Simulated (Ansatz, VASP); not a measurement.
**One calculation of InSe, two programs**

INCAR

```
SYSTEM = InSe
ALGO = Normal
EDIFF = 1E-6
ENCUT = 520
GGA = PE
ISIF = 2
ISMEAR = 0
IVDW = 12
LASPH = .True.
LCHARG = .False.
LREAL = .False.
LWAVE = .False.
NBANDS = 16
NELM = 100
PREC = Accurate
SIGMA = 0.05
```

KPOINTS

```
k-points
0
Gamma
  14 14 14
  0 0 0
```

POSCAR

```
InSe
1.0
    0.0000000000      2.9521510900      2.9521510900
    2.9521510900      0.0000000000      2.9521510900
    2.9521510900      2.9521510900      0.0000000000
In Se
1 1
Direct
    0.0000000000      0.0000000000      0.0000000000
    0.5000000000      0.5000000000      0.5000000000
```

Input for Ansatz:

```yaml
crystal:
  lattice:
    - [0.0, 2.95215109, 2.95215109]
    - [2.95215109, 0.0, 2.95215109]
    - [2.95215109, 2.95215109, 0.0]
  atoms:
    - { symbol: In, position: [0.0, 0.0, 0.0] }
    - { symbol: Se, position: [0.5, 0.5, 0.5] }
basis:
  ecutwfc: 420
  ecutrho_ratio: 4
kpoints:
  mp_grid: { grid: [14, 14, 14] }
hamiltonian:
  xc: pbe
  dispersion: d3bj
scf:
  occupations: { method: gaussian, width: 0.05 }
output:
  forces: true
  stress: true
  eigenvalues: true
```

The cell was built by a generator and needn't be a form met in nature.

Alike in both runs: task single point; functional PBE; dispersion D3(BJ); k mesh 14 × 14 × 14; occupations gaussian, width 0.05 eV; no spin polarisation.

```csv
,VASP,Ansatz
version,VASP 6.6.1,Ansatz 0.2.0
potentials or method,"VASP PAW PBE potentials, release 64 (In_d, Se)","scalar-relativistic, plane waves, PAW"
plane-wave cutoff (eV),520,420
valence electrons in the cell,19,29
```

```csv
,VASP,Ansatz,Ansatz less VASP
gap on the k mesh at the Fermi level (eV),none,none,-
pressure (GPa),-1.6,-1.6,0.00
```

A gap of «none» marks a metal or a gap that the smearing closes. The two sets of potentials don't hold the same shells in valence.

Caveats: pairwise dispersion overbinds metals, which lowers pressure and volume.
